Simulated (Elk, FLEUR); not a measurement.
A FLEUR input for a self-consistent single point of Sb2Te3 (R-3m, 5 atoms in the cell) (DFT, PBEsol, all-electron FLAPW (FLEUR), scalar-relativistic valence):

Input of the input generator:

```
Sb2Te3 FLAPW
&input film=f /
3.9970753714 2.3077125417 19.6745849698
-3.9970753714 2.3077125417 19.6745849698
0.0000000000 -4.6154250833 19.6745849698
1.0
1.0 1.0 1.0

5
51 0.6042000000 0.6042000000 0.6042000000
51 0.3958000000 0.3958000000 0.3958000000
52 0.7825430000 0.7825430000 0.7825430000
52 0.2174570000 0.2174570000 0.2174570000
52 0.0000000000 0.0000000000 0.0000000000

&comp jspins=1 /
&exco xctyp='PBEs' /
&kpt div1=4 div2=4 div3=4 gamma=t /
&end /
```

```xml
<?xml version="1.0" encoding="UTF-8" standalone="no"?>
<fleurInput fleurInputVersion="0.39">
   <comment>
      Sb2Te3 FLAPW                                                                                        
   </comment>
   <calculationSetup>
      <cutoffs Kmax="3.9" Gmax="13.7" GmaxXC="13.7" numbands="0"/>
      <scfLoop itmax="80" minDistance="0.00001" maxIterBroyd="25" imix="Anderson" alpha="0.05" precondParam="0.0" spinf="2.0"/>
      <coreElectrons ctail="T" frcor="F" kcrel="0" coretail_lmax="0"/>
      <xcFunctional name="PBEs" relativisticCorrections="F"/>
      <magnetism jspins="1"/>
      <soc l_soc="F" theta="0.0" phi="0.0" spav="F"/>
      <expertModes spex="0" secvar="F"/>
      <geometryOptimization l_f="T" forcealpha="1.0" forcemix="BFGS" epsdisp="0.00001" epsforce="0.00001"/>
      <ldaU l_linMix="F" mixParam="0.05" spinf="1.0"/>
   </calculationSetup>
   <cell>
      <bzIntegration valenceElectrons="78.0" mode="gauss" fermiSmearingEnergy="0.00183747">
         <kPointListSelection listName="default-1"/>
         <!-- k-points included here -->
         <xi:include xmlns:xi="http://www.w3.org/2001/XInclude" href="kpts.xml"> </xi:include>
      </bzIntegration>
      <!-- symmetry operations included here -->
      <xi:include xmlns:xi="http://www.w3.org/2001/XInclude" href="sym.xml"> </xi:include>
      <bulkLattice scale="1.0">
         <bravaisMatrix>
            <row-1>    3.9970753713999998     2.3077125417000000    19.6745849698000015</row-1>
            <row-2>   -3.9970753713999998     2.3077125417000000    19.6745849698000015</row-2>
            <row-3>    0.0000000000000000    -4.6154250832999999    19.6745849698000015</row-3>
         </bravaisMatrix>
      </bulkLattice>
   </cell>
   <atomSpecies>
      <species name="Antimony (Sb)" element="Sb" atomicNumber="51">
         <mtSphere radius="2.61" gridPoints="899" logIncrement="0.014"/>
         <atomicCutoffs lmax="10" lnonsphr="8"/>
         <electronConfig flipSpins="F">
            <coreConfig>(1s1/2) (2s1/2) (2p1/2) (2p3/2) (3s1/2) (3p1/2) (3p3/2) (4s1/2) (3d3/2) (3d5/2) (4p1/2) (4p3/2)</coreConfig>
            <valenceConfig>(5s1/2) (4d3/2) (4d5/2) (5p1/2) (5p3/2)</valenceConfig>
            <stateOccupation state="(5p1/2)" spinUp="0.5" spinDown="0.5"/>
            <stateOccupation state="(5p3/2)" spinUp="1.0" spinDown="1.0"/>
         </electronConfig>
         <energyParameters s="5" p="5" d="5" f="4"/>
         <lo type="SCLO" l="2" n="4" eDeriv="0"/>
      </species>
      <species name="Tellurium (Te)" element="Te" atomicNumber="52">
         <mtSphere radius="2.61" gridPoints="899" logIncrement="0.015"/>
         <atomicCutoffs lmax="10" lnonsphr="8"/>
         <electronConfig flipSpins="F">
            <coreConfig>(1s1/2) (2s1/2) (2p1/2) (2p3/2) (3s1/2) (3p1/2) (3p3/2) (4s1/2) (3d3/2) (3d5/2) (4p1/2) (4p3/2)</coreConfig>
            <valenceConfig>(5s1/2) (4d3/2) (4d5/2) (5p1/2) (5p3/2)</valenceConfig>
            <stateOccupation state="(5p1/2)" spinUp="0.6666666666667" spinDown="0.6666666666667"/>
            <stateOccupation state="(5p3/2)" spinUp="1.3333333333333" spinDown="1.3333333333333"/>
         </electronConfig>
         <energyParameters s="5" p="5" d="5" f="4"/>
         <lo type="SCLO" l="2" n="4" eDeriv="0"/>
      </species>
   </atomSpecies>
   <atomGroups>
      <atomGroup species="Antimony (Sb)">
         <relPos label="                   1">-.3958000000 -.3958000000 -.3958000000</relPos>
         <relPos label="                   2">.3958000000 .3958000000 .3958000000</relPos>
         <force calculate="T" relaxXYZ="TTT"/>
      </atomGroup>
      <atomGroup species="Tellurium (Te)">
         <relPos label="                   3">-.2174570000 -.2174570000 -.2174570000</relPos>
         <relPos label="                   4">.2174570000 .2174570000 .2174570000</relPos>
         <force calculate="T" relaxXYZ="TTT"/>
      </atomGroup>
      <atomGroup species="Tellurium (Te)">
         <relPos label="                   5">.0000000000 .0000000000 .0000000000</relPos>
         <force calculate="T" relaxXYZ="TTT"/>
      </atomGroup>
   </atomGroups>
   <output dos="F" band="F" slice="F">
      <checks vchk="F" cdinf="F"/>
      <bandDOS minEnergy="-.5*Htr" maxEnergy="0.5*Htr" sigma="0.015" storeEVData="T"/>
      <vacuumDOS vacdos="F" integ="F" star="F" nstars="0" locx1="0.0" locy1="0.0" locx2="0.0" locy2="0.0" nstm="0" tworkf="0.0"/>
      <unfoldingBand unfoldBand="F" supercellX="1" supercellY="1" supercellZ="1"/>
      <plotting iplot="0" polar="F">
         <plot TwoD="T" vec1="  1.0  0.0  0.0" vec2="  0.0  1.0  0.0" vec3="  0.0  0.0  1.0" zero="  0.0  0.0  0.0" file="plot"/>
      </plotting>
      <chargeDensitySlicing numkpt="0" minEigenval="0.0" maxEigenval="0.0" nnne="0" pallst="F"/>
      <specialOutput eonly="F"/>
      <magneticCircularDichroism mcd="F" energyLo="-10.0" energyUp="0.0"/>
   </output>
  <!-- We include the file relax.xml here to enable relaxations (see documentation) -->
  <xi:include xmlns:xi="http://www.w3.org/2001/XInclude" href="relax.xml"> <xi:fallback/> </xi:include>
</fleurInput>
```

**Question.** Write the same calculation as an input for Elk.

**Answer.** This is the input that was run; spellings and numerical settings could be chosen otherwise.

```
tasks
  0

xctype
  22

tforce
  .true.

rgkmax
  7.5

gmaxvr
  18.0

lmaxapw
  10

lmaxo
  8

nxlo
  2

lorbcnd
  .true.

lradstp
  2

nrmtscf
  2.0

lmaxi
  4

stype
  0

swidth
  0.00183747

avec
    3.9970753714    2.3077125417   19.6745849698
   -3.9970753714    2.3077125417   19.6745849698
    0.0000000000   -4.6154250833   19.6745849698

sppath
  './'

atoms
  2   : nspecies
  'Sb.in'   : spfname
  2   : natoms; atposl, bfcmt below
  0.6042000000  0.6042000000  0.6042000000    0.0 0.0 0.0
  0.3958000000  0.3958000000  0.3958000000    0.0 0.0 0.0
  'Te.in'   : spfname
  3   : natoms; atposl, bfcmt below
  0.7825430000  0.7825430000  0.7825430000    0.0 0.0 0.0
  0.2174570000  0.2174570000  0.2174570000    0.0 0.0 0.0
  0.0000000000  0.0000000000  0.0000000000    0.0 0.0 0.0

ngridk
  4 4 4
```

Basis settings and potentials, where a program has them, do not carry over. This input uses DFT, PBEsol, all-electron FP-LAPW, Elk's shipped species files, APW+lo basis with extra local orbitals.

The starting cell comes from a database of computed structures (which also holds hypothetical and non-ambient phases and stackings), without a prior relaxation at this level. Its lattice was rescaled by a random factor within 2.5 % of one.
